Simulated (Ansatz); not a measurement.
# What a change of settings does to a run on F

The cell was built from the bcc type and relaxed in the same program, and has space group Im-3m; it needn't be a known or the stable phase.

First run: DFT, PBE, all-electron LAPW, scalar-relativistic (Ansatz 0.2.0).

Command: `ansatz run input.yaml --threads 1 --pin off --max-ram 2048MiB --backend cpu --events-out ev --progress --plain --runs-dir out` The run took 3.1 s on 1 thread of Intel(R) Xeon(R) 6975P-C (Granite Rapids), on a shared host, peak memory 0.28 GiB.

```yaml
crystal:
  lattice:
    - [-1.3608131478, 1.3608131478, 1.3608131478]
    - [1.3608131478, -1.3608131478, 1.3608131478]
    - [1.3608131478, 1.3608131478, -1.3608131478]
  atoms:
    - { symbol: F, position: [0.0, 0.0, 0.0] }
kpoints:
  mp_grid: { grid: [18, 18, 18] }
scf:
  occupations: { method: tetrahedron }
hamiltonian:
  xc: pbe
  pseudopotentials: { kind: all_electron, lapw: { basis_error: 0.0005 } }
output:
  forces: true
  stress: true
  eigenvalues: true
```

Result: converged; pressure -0.39 GPa; 5 SCF iterations.

The input is then changed:

```diff
@@ -7,7 +7,9 @@
     - { symbol: F, position: [0.0, 0.0, 0.0] }
 kpoints:
-  mp_grid: { grid: [18, 18, 18] }
+  mp_grid: { grid: [9, 9, 9] }
 scf:
   occupations: { method: tetrahedron }
+  convergence: { dr2_threshold: 1.0e-11 }
+  n_extra_bands: 32
 hamiltonian:
   xc: pbe
```

**Question.** What does the second run give?

**Answer.** It converged; energy at zero smearing -0.2 meV/atom from the first run; pressure -0.35 GPa; 6 SCF iterations. Some of these settings are too coarse for converged properties.
